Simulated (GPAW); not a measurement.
# Ce (Fm-3m) in GPAW: further runs

Runs on Ce. Level: PBE. Tasks: single point.

All numbers are computed with GPAW 26.7.0; they aren't measurements. Logs are shortened: lines on timing, memory, paths and dates and some standing lists are left out, and cuts for length are marked. The log counts tension as positive stress, the text compression.

## (1) The structure

It takes space group Fm-3m (No. 225, cubic). The conventional cell has a = 5.161 Å, b = 5.161 Å, c = 5.161 Å, α = 90.00°, β = 90.00°, γ = 90.00°. Around Ce (site symmetry m-3m) lie 12 Ce at 3.65 Å.

## (2) Single point, PBE, collinear spin, ferromagnetic start

The input, run.py:

```python
from ase.dft.bandgap import bandgap
from ase.io import read, write
from ase.units import GPa
from gpaw import GPAW, PW

atoms = read('Ce.xyz')
atoms.set_initial_magnetic_moments([1.0])

calc = GPAW(mode=PW(800),
            xc='PBE',
            kpts={'size': (9, 9, 9), 'gamma': True},
            occupations={'name': 'methfessel-paxton', 'order': 0, 'width': 0.05},
            nbands=17,
            convergence={'density': 1e-05, 'energy': 1e-05},
            maxiter=150,
            txt='gpaw.txt')
atoms.calc = calc
energy = atoms.get_potential_energy()
forces = atoms.get_forces()
stress = atoms.get_stress()
calc.write('gs.gpw')
write('result.traj', atoms)
print(f'Energy: {energy:.6f} eV')
print('Forces (eV/A):')
print(forces.round(4))
print('Stress (GPa):', (stress / GPa).round(3))
print('Moments:', calc.get_magnetic_moments().round(3))
print('Fermi level:', round(calc.get_fermi_level(), 4), 'eV')
print(f'Gap: {bandgap(calc)[0]:.4f} eV, direct: {bandgap(calc, direct=True)[0]:.4f} eV')
```

The input, Ce.xyz:

```xyz
1
Lattice="0.0000000000 2.5806000000 2.5806000000 2.5806000000 0.0000000000 2.5806000000 2.5806000000 2.5806000000 0.0000000000" Properties=species:S:1:pos:R:3 pbc="T T T"
Ce     0.0000000000      0.0000000000      0.0000000000
```

Potentials or basis: GPAW PAW data sets (gpaw-data 1.2.1), pw.

Launch:

```bash
> OMP_NUM_THREADS=1 python run.py
```

gpaw.txt:

```text
__  _  _
 | _ |_)|_||  |
 |__||  | ||/\| - 26.7.0

Input parameters:
  mode=PW(ecut=800.0),
  convergence={'density': 1e-05, 'energy': 1e-05},
  kpts=MonkhorstPack(size=(9, 9, 9), gamma=True),
  maxiter=150,
  nbands=17,
  occupations=Occupations(name='methfessel-paxton', order=0, width=0.05),
  xc=XC(name='PBE')

Diagonalizing LCAO Hamiltonian
Converting LCAO to pw mode

       Ce

Atoms  # Å, Bohr magnetons
|   | symbol |        x |        y |        z |    initial magnetic moments |
|---|--------|----------|----------|----------|-----------------------------|
| 0 |     Ce | 0.000000 | 0.000000 | 0.000000 | ( 0.0000,  0.0000,  1.0000) |

Unit cell  # Å
| periodic |        x |        y |        z |  lengths |    angles |
|----------|----------|----------|----------|----------|-----------|
|      yes | 0.000000 | 2.580600 | 2.580600 | 3.649520 | 60.000000 |
|      yes | 2.580600 | 0.000000 | 2.580600 | 3.649520 | 60.000000 |
|      yes | 2.580600 | 2.580600 | 0.000000 | 3.649520 | 60.000000 |

Number of symmetries: 48
Symmetry operations  # r_c * U_cc + t_c -> r_c
|    | kind |            matrix            |
|----|------|------------------------------|
|  0 |  σ   |  1, 0, 0,  1, 0,-1,  1,-1, 0 |
|  1 |  C2  |  1, 0, 0,  1,-1, 0,  1, 0,-1 |
|  2 |  E   |  1, 0, 0,  0, 1, 0,  0, 0, 1 |
|  3 |  σ   |  1, 0, 0,  0, 0, 1,  0, 1, 0 |
|  4 |  C4  |  1, 0,-1,  1, 0, 0,  1,-1, 0 |
|  5 |  S6  |  1, 0,-1,  1,-1, 0,  1, 0, 0 |
|  6 |  σ   |  1, 0,-1,  0, 1,-1,  0, 0,-1 |
|  7 |  C3  |  1, 0,-1,  0, 0,-1,  0, 1,-1 |
|  8 |  S6  |  1,-1, 0,  1, 0, 0,  1, 0,-1 |
|  9 |  C4  |  1,-1, 0,  1, 0,-1,  1, 0, 0 |
| 10 |  C3  |  1,-1, 0,  0,-1, 1,  0,-1, 0 |
| 11 |  σ   |  1,-1, 0,  0,-1, 0,  0,-1, 1 |
| 12 |  σ   |  0, 1, 0,  1, 0, 0,  0, 0, 1 |
| 13 |  C4  |  0, 1, 0,  0, 1,-1, -1, 1, 0 |
| 14 |  C3  |  0, 1, 0,  0, 0, 1,  1, 0, 0 |
| 15 |  S6  |  0, 1, 0, -1, 1, 0,  0, 1,-1 |
| 16 |  C2  |  0, 1,-1,  1, 0,-1,  0, 0,-1 |
| 17 |  σ   |  0, 1,-1,  0, 1, 0, -1, 1, 0 |
| 18 |  S4  |  0, 1,-1,  0, 0,-1,  1, 0,-1 |
| 19 |  C4  |  0, 1,-1, -1, 1, 0,  0, 1, 0 |
| 20 |  C3  |  0, 0, 1,  1, 0, 0,  0, 1, 0 |
| 21 |  σ   |  0, 0, 1,  0, 1, 0,  1, 0, 0 |
| 22 |  S6  |  0, 0, 1,  0,-1, 1, -1, 0, 1 |
| 23 |  C4  |  0, 0, 1, -1, 0, 1,  0,-1, 1 |
| 24 |  S4  |  0, 0,-1,  1, 0,-1,  0, 1,-1 |
| 25 |  C3  |  0, 0,-1,  0, 1,-1,  1, 0,-1 |
| 26 |  C2  |  0, 0,-1,  0,-1, 0, -1, 0, 0 |
| 27 |  S6  |  0, 0,-1, -1, 0, 0,  0,-1, 0 |
| 28 |  S4  |  0,-1, 1,  1,-1, 0,  0,-1, 0 |
| 29 |  C4  |  0,-1, 1,  0, 0, 1, -1, 0, 1 |
| 30 |  C2  |  0,-1, 1,  0,-1, 0,  1,-1, 0 |
| 31 |  σ   |  0,-1, 1, -1, 0, 1,  0, 0, 1 |
| 32 |  C3  |  0,-1, 0,  1,-1, 0,  0,-1, 1 |
| 33 |  S6  |  0,-1, 0,  0, 0,-1, -1, 0, 0 |
| 34 |  S4  |  0,-1, 0,  0,-1, 1,  1,-1, 0 |
| 35 |  C2  |  0,-1, 0, -1, 0, 0,  0, 0,-1 |
| 36 |  C2  | -1, 1, 0,  0, 1, 0,  0, 1,-1 |
| 37 |  S6  | -1, 1, 0,  0, 1,-1,  0, 1, 0 |
| 38 |  S4  | -1, 1, 0, -1, 0, 1, -1, 0, 0 |
| 39 |  C3  | -1, 1, 0, -1, 0, 0, -1, 0, 1 |
| 40 |  S6  | -1, 0, 1,  0, 0, 1,  0,-1, 1 |
| 41 |  C2  | -1, 0, 1,  0,-1, 1,  0, 0, 1 |
| 42 |  C3  | -1, 0, 1, -1, 1, 0, -1, 0, 0 |
| 43 |  S4  | -1, 0, 1, -1, 0, 0, -1, 1, 0 |
| 44 |  C2  | -1, 0, 0,  0, 0,-1,  0,-1, 0 |
| 45 |  i   | -1, 0, 0,  0,-1, 0,  0, 0,-1 |
| 46 |  σ   | -1, 0, 0, -1, 1, 0, -1, 0, 1 |
| 47 |  C2  | -1, 0, 0, -1, 0, 1, -1, 1, 0 |

BZ-sampling:
  Number of BZ points: 729
  Number of IBZ points: 35

  Monkhorst-Pack size: [9, 9, 9]
  Monkhorst-Pack shift: [0, 0, 0]

K-points  # in reciprocal-cell coordinates
|     |                                coordinates |     weight |
|-----|--------------------------------------------|------------|
|   0 | (  0.00000000,   0.00000000,   0.00000000) | 0.00137174 |
|   1 | (  0.11111111,   0.11111111,   0.00000000) | 0.00823045 |
|   2 | (  0.11111111,   0.11111111,   0.11111111) | 0.01097394 |
|   3 | (  0.22222222,   0.11111111,   0.11111111) | 0.01646091 |
|   4 | (  0.22222222,   0.22222222,   0.00000000) | 0.00823045 |
|   5 | (  0.22222222,   0.22222222,   0.11111111) | 0.03292181 |
|   6 | (  0.22222222,   0.22222222,   0.22222222) | 0.01097394 |
|   7 | (  0.33333333,   0.22222222,   0.11111111) | 0.03292181 |
|   8 | (  0.33333333,   0.22222222,   0.22222222) | 0.03292181 |
|   9 | (  0.33333333,   0.33333333,  -0.33333333) | 0.01646091 |
| ... |                                            |            |
|  34 | (  0.44444444,   0.44444444,   0.44444444) | 0.01097394 |

Plane wave coefficients: 1807
Cutoff: 800.0 eV

Spin-components: 2 (collinear spins)
Bands:           17
Projectors:      8
Spin-degeneracy: 1
Datatype:        complex128

Parallelization:
  kpt:    1
  domain: 1
  band:   1

Density:
  Valence electrons: 12.0
  Components: 2
  Grid points: [24 24 24]
  Charge: 0.0  # |e|

Potential:
  Grid points: [24 24 24]

species:
  Ce:
    name:    Cerium
    Z:       58.0
    valence: 12
    core:    46
    charge:  0.0  # [|e|]
    compensation charges:
      type: gauss
      rc: 0.35  # [Å]
      lmax: 2
    cutoffs:
      filter: 1.17  # [Å]
      core: 2.14  # [Å]
    projectors
    | kind |    occ | energy [eV] | rcut [Å] |
    |------|--------|-------------|----------|
    |   5s |  2.000 |     -40.589 |    1.164 |
    |   6s |  2.000 |      -3.745 |    1.164 |
    |   5p |  6.000 |     -23.225 |    1.164 |
    |   6p |  0.000 |      -1.348 |    1.164 |
    |   5d |  1.000 |      -3.058 |    1.164 |
    |   4f |  1.000 |      -5.376 |    1.164 |
    |    d |        |      24.153 |    1.164 |
    |    f |        |      21.835 |    1.164 |

    Using partial waves for Ce as LCAO basis

Reference energy: -241104.322665  # eV

eigensolver:
  PPCG
  Converge bands: occupied
  niter=2

density mixing:
  MSR1-Mixer
  Pratt-step length: 0.05
  Maximum mixing coefficient: 0.75
  Old densities: 10
  SVD Regularization: 0.005
  Good broyden scale: 1.0
  Trust region scale: 1.0
  Backstep threshold: 4.0
  History deletion threshold: 6.0
  Fourier metric: weight=20.0, sigma=0.015

occupation numbers:
  Methfessel-Paxton:
    width: 0.0500  # eV
    order: 0

poisson solver:
  ecut: 6400.0  # eV

xc functional:
  name: PBE with 2 nearest neighbor stencil

convergence criteria:
- Maximum integral of absolute [dens]ity change: 1e-05 electrons / valence electron
- Maximum [total energy] change in last 3 cyles: 1e-05 eV / valence electron
- Maximum integral of absolute [eigenst]ate change: 4e-08 eV^2 / valence electron
maximum number of iterations: 150

SCF iterations
|iter     | |      energy | eigst |  dens |  magmom |
|---------|-|-------------|-------|-------|---------|
|iter:   1| |  -10.806148 | -0.54 |       |  +0.9992|
|iter:   2| |   -6.251334 | -0.81 | -0.15 |  +1.1472|
|iter:   3| |   -5.529562 | -1.06 | -0.53 |  +1.2620|
|iter:   4| |   -5.519363 | -2.76 | -1.20 |  +1.2212|
|iter:   5| |   -5.530514 | -2.77 | -1.40 |  +1.0793|
|iter:   6| |   -5.529877 | -3.46 | -1.77 |  +1.0433|
|iter:   7| |   -5.530224 | -4.45 | -2.22 |  +1.0289|
|iter:   8| |   -5.530905 | -4.32 | -2.19 |  +0.9774|
|iter:   9| |   -5.530921 | -4.78 | -2.24 |  +0.9219|
|iter:  10| |   -5.530976c| -5.13 | -2.59 |  +0.8949|
|iter:  11| |   -5.531020c| -5.06 | -2.87 |  +0.8860|
|iter:  12| |   -5.531023c| -6.01 | -3.49 |  +0.8859|
|iter:  13| |   -5.531023c| -6.70 | -3.83 |  +0.8854|
|iter:  14| |   -5.531023c| -7.44c| -4.36 |  +0.8857|
|iter:  15| |   -5.531023c| -8.04c| -4.61 |  +0.8862|
|iter:  16| |   -5.531023c| -9.10c| -5.36c|  +0.8862|

Converged in 16 steps
Energy contributions relative to reference atoms: (reference = -241104.322665)

Energy contributions:
  Kinetic:          -9.267753
  Coulomb:           9.683172
  Zero:              0.133506
  External:          0.000000
  Xc:               -6.076562
  Entropy:          -0.006773
  Spinorbit:         0.000000
  ----------------------------
  Free energy:      -5.534410
  Extrapolated:     -5.531023

dipole moment: (-33.038626, -33.038626, -33.038626)  # |e|*Ang

Total magnetic moment: (0.000000, 0.000000, 0.886215)

Local magnetic moments
|        x |        y |        z |
|----------|----------|----------|
| 0.000000 | 0.000000 | 0.645482 |  # Ce   0

Fermi level: 10.117
Eigenvalues  # (at kpt = [0.000, 0.000, 0.000])
| band index |      eig [eV] | occ [0-1] |      eig [eV] | occ [0-1] |
|------------|---------------|-----------|---------------|-----------|
|          0 |       -24.798 |     1.000 |       -24.448 |     1.000 |
|          1 |        -6.763 |     1.000 |        -6.463 |     1.000 |
|          2 |        -6.763 |     1.000 |        -6.463 |     1.000 |
|          3 |        -6.763 |     1.000 |        -6.463 |     1.000 |
|          4 |         6.670 |     1.000 |         6.940 |     1.000 |
|          5 |         9.954 |     1.000 |        10.384 |     0.000 |
|          6 |        10.259 |     0.000 |        10.698 |     0.000 |
|          7 |        10.259 |     0.000 |        10.698 |     0.000 |
|          8 |        10.259 |     0.000 |        10.698 |     0.000 |
|          9 |        10.627 |     0.000 |        11.067 |     0.000 |
|         10 |        10.627 |     0.000 |        11.067 |     0.000 |
|         11 |        10.627 |     0.000 |        11.067 |     0.000 |
|         12 |        11.595 |     0.000 |        11.841 |     0.000 |
|        ... |               |           |               |           |
|         16 |        14.126 |     0.000 |        14.340 |     0.000 |

No gap
No difference between direct/indirect transitions

Forces  # eV/Ang
|       x |       y |        z |
|---------|---------|----------|
| 0.00000 | 0.00000 | -0.00000 |  # Ce   0

Stress tensor  # eV/Ang^3
|         x |         y |         z |
|-----------|-----------|-----------|
|  0.032758 | -0.000000 |  0.000000 |
| -0.000000 |  0.032758 | -0.000000 |
|  0.000000 | -0.000000 |  0.032758 |

# Writing to gs.gpw (mode='')
```

Run time: 52 s. Hardware: 1 thread of Arm Neoverse V2, shared host; peak memory 0.22 GiB.

Results:

```yaml
Free_energy: -5.5344 eV
Pressure: -5.2 GPa
Band_gap_on_the_k_mesh: none (metal or under the smearing width)
Net_moment: 0.89 μB per cell
Site_moments: Ce +0.65 μB
```

Caveat: one-centre terms of the f shell are cut off; the magnetic or orbital state may not be the lowest; spin-orbit coupling is left out, which moves the levels of the heavy elements.

## (3) Single point, PBE, collinear spin, ferromagnetic start

Changes to run.py since step 2:

```diff
@@ -1,7 +1,14 @@
+from ase import Atoms
 from ase.dft.bandgap import bandgap
-from ase.io import read, write
-from ase.units import GPa
+from ase.io import write
+from ase.units import Bohr, GPa
 from gpaw import GPAW, PW
+from gpaw.elf import elf_from_dft_calculation
 
-atoms = read('Ce.xyz')
+atoms = Atoms(['Ce'],
+              cell=[[0.0, 2.5806, 2.5806],
+                    [2.5806, 0.0, 2.5806],
+                    [2.5806, 2.5806, 0.0]],
+              scaled_positions=[[0.0, 0.0, 0.0]],
+              pbc=True)
 atoms.set_initial_magnetic_moments([1.0])
@@ -11,3 +18,3 @@
             kpts={'size': (9, 9, 9), 'gamma': True},
-            occupations={'name': 'methfessel-paxton', 'order': 0, 'width': 0.05},
+            occupations={'name': 'methfessel-paxton', 'order': 0, 'width': 0.02},
             nbands=17,
@@ -29 +36,7 @@
 print(f'Gap: {bandgap(calc)[0]:.4f} eV, direct: {bandgap(calc, direct=True)[0]:.4f} eV')
+
+# fields on the real-space grid
+write('density.cube', atoms, data=calc.get_pseudo_density() * Bohr**3)
+write('potential.cube', atoms, data=calc.get_electrostatic_potential())
+write('spin.cube', atoms, data=(calc.get_pseudo_density(spin=0) - calc.get_pseudo_density(spin=1)) * Bohr**3)
+write('elf.cube', atoms, data=elf_from_dft_calculation(calc).data)
```

Potentials or basis: GPAW PAW data sets (gpaw-data 1.2.1), pw.

Launch:

```bash
> OMP_NUM_THREADS=1 python run.py
```

It took 50 s on 1 thread of Arm Neoverse V2, shared host; peak memory 0.22 GiB.

The run converged. Its results:

| Property | Result |
| --- | --- |
| Free energy | -5.5317 eV |
| Pressure | -5.3 GPa |
| Band gap on the k mesh | none (metal or under the smearing width) |
| Net moment | 0.89 μB per cell |
| Site moments | Ce +0.64 μB |

Levels at points of the mesh, in eV from the Fermi level:
Spin up:
```csv
k point,band 4,band 5,band 6,band 7,band 8,band 9
"(0.00, 0.00, 0.00)",-16.89,-3.46,-0.17,0.13,0.13,0.13
```
Spin down:
```csv
k point,band 2,band 3,band 4,band 5,band 6,band 7,band 8,band 9,band 10,band 11
"(0.00, 0.00, 0.00)",-16.59,-16.59,-16.59,-3.18,0.25,0.57,0.57,0.57,0.94,0.94
```

Caveat: one-centre terms of the f shell are cut off; the magnetic or orbital state may not be the lowest; spin-orbit coupling is left out, which moves the levels of the heavy elements. The state reached can hang on the start; a lower one may exist.
